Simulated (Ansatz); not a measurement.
Relaxing Se in the hcp type

First guess:

```
CELL_PARAMETERS angstrom
2.51233 0.00000 0.00000
-1.25617 2.17574 0.00000
0.00000 0.00000 4.06998
ATOMIC_POSITIONS crystal
Se 0.33333 0.66667 0.25000
Se 0.66667 0.33333 0.75000
```

Computed with Ansatz 0.2.0, DFT, PBE, PAW with Ansatz's default frozen-core files, scalar-relativistic.

Cell and atoms relax within the symmetry of the start on a 19×19×10 k mesh with 0.03 eV Fermi–Dirac smearing.

The start is built from a prototype, known or not as a phase of this compound; the cutoff is 420 eV.

**Question.** What is the pressure of the first guess?

**Answer.** 163.9 GPa.

**Question.** What does it relax to?

**Answer.** a = 3.684 Å, b = 3.684 Å, c = 3.813 Å, α = 90.00°, β = 90.00°, γ = 120.00° (conventional cell), 22.40 Å³ per atom:
```cif
data_structure
_symmetry_space_group_name_H-M 'P6_3/mmc'
_symmetry_Int_Tables_number 194
_cell_length_a 3.6838
_cell_length_b 3.6838
_cell_length_c 3.8128
_cell_angle_alpha 90.000
_cell_angle_beta 90.000
_cell_angle_gamma 120.000
_cell_volume 44.81
loop_
_atom_site_label
_atom_site_type_symbol
_atom_site_symmetry_multiplicity
_atom_site_Wyckoff_symbol
_atom_site_fract_x
_atom_site_fract_y
_atom_site_fract_z
_atom_site_occupancy
Se1 Se 2 c 0.33333 0.66667 0.25000 1
```

**Question.** How much energy does the relaxation release?

**Answer.** 3100 meV/atom.
